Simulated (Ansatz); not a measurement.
Relaxation of Al

Computed with Ansatz, DFT PBEsol, scalar-relativistic, plane waves, PAW. Run with 420 eV cutoff, 8×8×6 k-mesh, Gaussian smearing of 0.10 eV, no spin polarisation.

What was changed: 8 of 8 Ga sites taken by Al, cell and atoms relaxed.

Command:

```bash
ansatz run input.yaml --threads 1 --pin off --max-ram 2560MiB --backend cpu --events-out ev --progress --plain --runs-dir out
```

Input:

```yaml
crystal:
  lattice:
    - [4.3855038038, 0.0, 0.0]
    - [0.0, 0.0, 4.5210839647]
    - [0.0, -8.0744459993, 0.0]
  atoms:
    - { symbol: Al, position: [0.5, 0.435558458, 0.1551153178] }
    - { symbol: Al, position: [0.0, 0.435558458, 0.6551153178] }
    - { symbol: Al, position: [0.5, 0.935558458, 0.3448846822] }
    - { symbol: Al, position: [0.0, 0.935558458, 0.8448846822] }
    - { symbol: Al, position: [0.5, 0.564441542, 0.8448846822] }
    - { symbol: Al, position: [0.0, 0.564441542, 0.3448846822] }
    - { symbol: Al, position: [0.5, 0.064441542, 0.6551153178] }
    - { symbol: Al, position: [0.0, 0.064441542, 0.1551153178] }
basis:
  ecutwfc: 420
kpoints:
  mp_grid: { grid: [8, 8, 6] }
hamiltonian:
  xc: pbesol
scf:
  occupations: { method: gaussian, width: 0.1 }
output:
  forces: true
  stress: true
  eigenvalues: true
relax:
  adjacent_minimum: "off"
  f_tol: 0.015
  max_steps: 60
  cell: { stress_tol: 0.15 }
```

F is the free energy. Steps run on the plane waves of an earlier cell, but the last one, and at times one on the way, on a freshly chosen basis, so a repeated geometry can differ a little in energy.

Steps:

```tsv
step	F − F(1) (eV)	largest force component (eV/Å)	V (Å³/atom)	P (GPa)
1	0.0000	0.005	20.012	0.03
2	-0.0024	0.001	20.017	-0.01
3	-0.0027	0.006	19.997	0.01
4	-0.0027	0.006	19.997	0.01
```

Relaxed structure:

```
CELL_PARAMETERS angstrom
4.35082 0.00000 0.00000
0.00000 0.00000 4.53939
0.00000 -8.10021 0.00000
ATOMIC_POSITIONS crystal
Al 0.50000 0.43589 0.15491
Al 0.00000 0.43589 0.65491
Al 0.50000 0.93589 0.34509
Al 0.00000 0.93589 0.84509
Al 0.50000 0.56411 0.84509
Al 0.00000 0.56411 0.34509
Al 0.50000 0.06411 0.65491
Al 0.00000 0.06411 0.15491
```

Symmetry: Cmce, No. 64, orthorhombic system. Conventional cell: a = 4.351 Å, b = 8.100 Å, c = 4.539 Å, α = 90.00°, β = 90.00°, γ = 90.00°. Al (site symmetry m) is surrounded by 7 Al at 2.58 to 2.75 Å.

The run converged. It took 35 s on 1 thread of Intel(R) Xeon(R) 6975P-C (Granite Rapids) (shared host), peak memory 0.61 GiB.